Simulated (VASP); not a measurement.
Input:

```xyz
2
Lattice="0.0000 3.0425 3.0425 3.0425 0.0000 3.0425 3.0425 3.0425 0.0000" Properties=species:S:1:pos:R:3 pbc="T T T"
Zn     0.0000     0.0000     0.0000
Te     1.5213     1.5213     1.5213
```

Level of theory: SCAN meta-GGA, VASP's PBE PAW potentials (set 64) (plane waves; VASP). Settings: 520 eV cut-off, 8×8×8 Γ-centred mesh, tetrahedra with Blöchl corrections, potentials Zn Te.

Unless said otherwise, spin-orbit coupling is left out, though it shifts the bands of the heavy elements here.

Q: Predict the energy per atom (σ→0), band gap (over mesh and band path) with the smallest direct gap where there is one.

A: 
```yaml
band gap (over mesh and band path): 1.62 eV
smallest direct gap (over mesh and band path): 1.62 eV
energy per atom (σ→0): -25.853 eV/atom
```

Only differences to runs with the same potentials and settings are physical.

The compound is ZnTe in the zinc blende structure. It was relaxed first.
